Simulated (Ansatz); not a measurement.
**SrO: the cell at several levels of theory**

One table from this session's results is given with a row withheld; the runs are named, their logs left out.

Program: Ansatz 0.2.0. PAW datasets, plane waves, zero pressure. Computed, not measured; no magnetism was allowed, and the structure may never have been made.

## Starting point

The symmetry is P6_3mc (No. 186, hexagonal); a = 3.896 Å, c = 6.362 Å in the conventional setting, 20.91 Å³ an atom. Around Sr lie 4 O at 2.39 Å; around O lie 4 Sr at 2.39 Å.

As a file:

```cif
data_structure
_symmetry_space_group_name_H-M 'P6_3mc'
_symmetry_Int_Tables_number 186
_cell_length_a 3.8962
_cell_length_b 3.8962
_cell_length_c 6.3624
_cell_angle_alpha 90.000
_cell_angle_beta 90.000
_cell_angle_gamma 120.000
_cell_volume 83.64
loop_
_atom_site_label
_atom_site_type_symbol
_atom_site_symmetry_multiplicity
_atom_site_Wyckoff_symbol
_atom_site_fract_x
_atom_site_fract_y
_atom_site_fract_z
_atom_site_occupancy
Sr1 Sr 2 b 0.33333 0.66667 0.00000 1
O1 O 2 b 0.33333 0.66667 0.37500 1
```

Set-up of the first run:

The input, input.yaml:

```yaml
crystal:
  lattice:
    - [3.8961583849, 0.0, 0.0]
    - [-1.9480791924, 3.3741721385, 0.0]
    - [0.0, 0.0, 6.3624266425]
  atoms:
    - { symbol: Sr, position: [0.3333333333, 0.6666666667, 0.0] }
    - { symbol: Sr, position: [0.6666666667, 0.3333333333, 0.5] }
    - { symbol: O, position: [0.3333333333, 0.6666666667, 0.375] }
    - { symbol: O, position: [0.6666666667, 0.3333333333, 0.875] }
kpoints:
  mp_grid: { grid: [12, 12, 4] }
hamiltonian:
  xc: pbe
scf:
  occupations: { method: fermi_dirac, width: 0.02 }
relax:
  f_tol: 0.005
  cell: {}
```

Steps of the session up to this table: Relaxation with PBE; Relaxing with r2SCAN; Relaxation with PBEsol; Relaxation with LDA; HSE06: cell and atoms.

One of the session's tables, all rows but one given; the rest of the session is left out.

It belongs to the step «The cells side by side». 

```
 level  a (Å)  c (Å)  volume (Å³/atom)
   PBE  4.290  5.185            20.660
r2SCAN  4.270  5.144            20.308
PBEsol  4.236  5.110            19.847
   LDA  4.189  5.050            19.189
 HSE06      ?      ?                 ?
```

Estimate the missing values for HSE06.

The run gave: a (Å): 4.264; c (Å): 5.137; volume (Å³/atom): 20.220. In the column «a (Å)» it lies between PBEsol (4.236) and r2SCAN (4.270).

In words: From the start to the first minimum the volume moved by -1.2 %. The volume runs from LDA (least) to PBE (most), a spread of 7.7 %, or 2.5 % in length if all axes shared it alike. The meshes differ: PBE 12×12×4, r2SCAN 6×6×4, PBEsol 6×6×4, LDA 6×6×4, HSE06 6×6×4. The cell started from the wurtzite prototype, but the relaxation took it to the higher symmetry P6_3/mmc (No. 194), so the name no longer describes it.

Limits of these values: Warnings in the runs' records: structure snapped to symmetry.
